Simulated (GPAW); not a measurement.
Write an ASE script for GPAW 26.7.0 that does the following.

```yaml
Task: equation of state
Functional: PBE
Potentials_or_basis: GPAW PAW data sets (gpaw-data 1.2.1)
Cutoff: 600 eV
Basis: pw
k_mesh: 8 × 8 × 3
Occupations: fermi-dirac, width 0.05 eV
Spin: collinear spin, ferromagnetic start
Starting_moments: "[2.0, 2.0, 2.0, 2.0] μB"
Maxiter: 150
Eos_scales: "[0.94, 0.96, 0.98, 1.0, 1.02, 1.04, 1.06]"
```

The system is Co.

```
Co
1.0
     2.47056    0.00000    0.00000
    -1.23528    2.13957    0.00000
     0.00000    0.00000    8.08823
Co
4
Cartesian
  1.2353 0.7132 6.0662
  0.0000 0.0000 4.0441
  0.0000 1.4264 2.0221
  0.0000 0.0000 0.0000
```

One way to write it, as run:

run.py

```python
from ase import Atoms
from ase.eos import EquationOfState
from ase.io import Trajectory
from ase.units import GPa
from gpaw import GPAW, PW

atoms = Atoms(['Co', 'Co', 'Co', 'Co'],
              cell=[[2.4705617809, 0.0, 0.0],
                    [-1.2352808905, 2.1395692639, 0.0],
                    [0.0, 0.0, 8.0882338]],
              scaled_positions=[[0.6666666667, 0.3333333333, 0.75],
                                [0.0, 0.0, 0.5],
                                [0.3333333333, 0.6666666667, 0.25],
                                [0.0, 0.0, 0.0]],
              pbc=True)
atoms.set_initial_magnetic_moments([2.0, 2.0, 2.0, 2.0])

traj = Trajectory('eos.traj', 'w')
volumes, energies = [], []
for x in [0.94, 0.96, 0.98, 1.0, 1.02, 1.04, 1.06]:
    a = atoms.copy()
    a.set_cell(atoms.cell * x**(1 / 3), scale_atoms=True)
    calc = GPAW(mode=PW(600),
                xc='PBE',
                kpts={'size': (8, 8, 3), 'gamma': True},
                occupations={'name': 'fermi-dirac', 'width': 0.05},
                nbands=37,
                convergence={'density': 1e-05, 'energy': 1e-05},
                maxiter=150,
                txt=f'eos-{x:.2f}.txt')
    a.calc = calc
    energies.append(a.get_potential_energy(force_consistent=True))
    volumes.append(a.get_volume())
    p = -a.get_stress()[:3].mean() / GPa
    calc.write(f'eos-{x:.2f}.gpw')
    traj.write(a)
    print(f'{x:.2f} {volumes[-1]:10.4f} A^3 {energies[-1]:14.6f} eV {p:9.3f} GPa', flush=True)

v0, e0, B = EquationOfState(volumes, energies, eos='birchmurnaghan').fit()
print(f'V0 = {v0:.4f} A^3, E0 = {e0:.6f} eV, B0 = {B / GPa:.2f} GPa')
```

Potentials or basis: GPAW PAW data sets (gpaw-data 1.2.1), pw.

Launch:

```console
$ OMP_NUM_THREADS=1 python run.py
```

It gave:

```yaml
Equilibrium_volume: 10.95 Å³/atom
Bulk_modulus_at_fixed_shape_and_positions: 223 GPa
Pressure_derivative_of_the_bulk_modulus: "5.1 (rough: it moves with the points fitted)"
```

Caveat: the k mesh is coarse (spacing up to 0.37 Å⁻¹), so the values aren't converged; the cell was scaled at fixed shape and fractional positions, which overstates the stiffness of a crystal with free parameters, most of all of layers and chains.

Run time: 13 min on 1 thread of Arm Neoverse V1, on a shared host, peak memory 0.36 GiB.
